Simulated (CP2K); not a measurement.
Runs of CP2K 2026.2 on Te. It takes space group C2/m (No. 12, monoclinic). The conventional cell has a = 7.641 Å, b = 4.296 Å, c = 5.977 Å, α = 90.00°, β = 90.90°, γ = 90.00°. Te (site symmetry 2/m) has 6 Te at 3.09 to 3.31 Å as nearest neighbours. Te (site symmetry m) has 6 Te at 3.03 to 3.47 Å as nearest neighbours. This isn't the form of Te at room conditions, which is trigonal, of chains.

| level | potentials or basis | smearing | NGRIDS | basis sets | potentials | points a segment of the path (NPOINTS) | bands added on the path | gap on the mesh (eV) | pressure (GPa) | largest force (eV/Å) |
| --- | --- | --- | --- | --- | --- | --- | --- | --- | --- | --- |
| TASK | POTENTIAL_UZH Te GTH-SCAN-q6; TZVP-MOLOPT-SCAN-GTH basis | fermi-dirac 0.0259 eV | 4 | Te TZVP-MOLOPT-SCAN-GTH-q6 | Te GTH-SCAN-q6 of POTENTIAL_UZH | 8 | 4 | none | (b) | 0.03 |
| LDA | GTH_POTENTIALS Te GTH-PADE-q6; TZVP-MOLOPT-PBE-GTH basis | fermi-dirac 0.01 eV | 5 | Te TZVP-MOLOPT-PBE-GTH-q6 | Te GTH-PADE-q6 of GTH_POTENTIALS | 6 | 4 | - | -2.0 | (c) |
| r2SCAN | POTENTIAL_UZH Te GTH-SCAN-q6; TZVP-MOLOPT-SCAN-GTH basis | fermi-dirac 0.1 eV | 5 | Te TZVP-MOLOPT-SCAN-GTH-q6 | Te GTH-SCAN-q6 of POTENTIAL_UZH | 8 | 4 | none | 0.4 | 0.16 |
| SCAN | POTENTIAL_UZH Te GTH-SCAN-q6; TZVP-MOLOPT-SCAN-GTH basis | fermi-dirac 0.0259 eV | 4 | Te TZVP-MOLOPT-SCAN-GTH-q6 | Te GTH-SCAN-q6 of POTENTIAL_UZH | 8 | 6 | none | (a) | 0.19 |

Alike in all rows: task band structure; no spin polarisation; cell as given; k mesh 7 × 7 × 5.

Question: Fill in the values left out.

Answer: (a) 0.6; (b) 3.8; (c) 0.15.

Caveats: the basis of atomic orbitals isn't converged, which shifts pressures, moduli and gaps; the potentials were made for another functional, which shifts forces and pressure (some runs).

A k mesh can miss the band edges, and the runs leave out spin-orbit coupling on Te.

A gap of «none» marks a metal or a gap under the smearing width.

Not every run made on this cell is shown here.
